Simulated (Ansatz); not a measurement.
# FeS$_{2}$, several self-consistent solutions

```
CELL_PARAMETERS angstrom
5.41780 0.00000 0.00000
0.00000 5.41780 0.00000
0.00000 0.00000 5.41780
ATOMIC_POSITIONS crystal
Fe 0.00000 0.00000 0.00000
Fe 0.50000 0.00000 0.50000
Fe 0.50000 0.50000 0.00000
Fe 0.00000 0.50000 0.50000
S 0.38482 0.38482 0.38482
S 0.11518 0.61518 0.88482
S 0.88482 0.11518 0.61518
S 0.61518 0.88482 0.11518
S 0.61518 0.61518 0.61518
S 0.88482 0.38482 0.11518
S 0.11518 0.88482 0.38482
S 0.38482 0.11518 0.88482
```

All energies were calculated with Ansatz 0.2.0 (PBE with U_eff = 4.0 eV on Fe d (all-electron-ortho-atomic projectors); 420 eV; 5×5×5 Γ-centred mesh; fermi-dirac occupations of width 0.050 eV). The atoms are fixed and numbered as listed; spin is collinear, without spin-orbit coupling.

Different starts of the self-consistent cycle ended in different solutions. Their moments in μB:

```csv
state,Fe1,Fe2,Fe3,Fe4,other atoms together,size of the net moment a cell
A,2.00,2.00,-2.00,-2.00,0.00,0.00
B,1.74,1.74,1.74,-2.61,-0.54,2.00
C,0.00,0.00,0.00,0.00,0.00,0.00
```

Site moments are taken in small spheres that don't touch (radius about 0.4 of the atom's shortest bond), so those of the magnetic atoms read low, and they needn't add up to the net moment.

Question: Which state has the lowest energy at zero smearing, and how far up are the others?

Answer: State C (without moments) is lowest; B (antiparallel, not compensated) lies 173 meV above it, A (antiparallel, compensated) lies 179 meV above it, all counted an atom of the cell.

Of 3 runs begun from atoms with typed moments, each in a different pattern, 1 ended in state C: one start isn't enough to call a state the ground state.

The cell is that of a Crystallography Open Database entry, unchanged.

Caveats: atoms and cell are not relaxed, and each state would relax in its own way; the U is a value in common use, not computed for this crystal; the k mesh is coarse, so differences of a few meV are uncertain where a state is a metal; at this level the entry's cell stands at +5 GPa (positive in compression); one start a pattern, so a lower state of the same pattern may exist; the atoms stand off equilibrium, with forces up to 0.6 eV/Å.
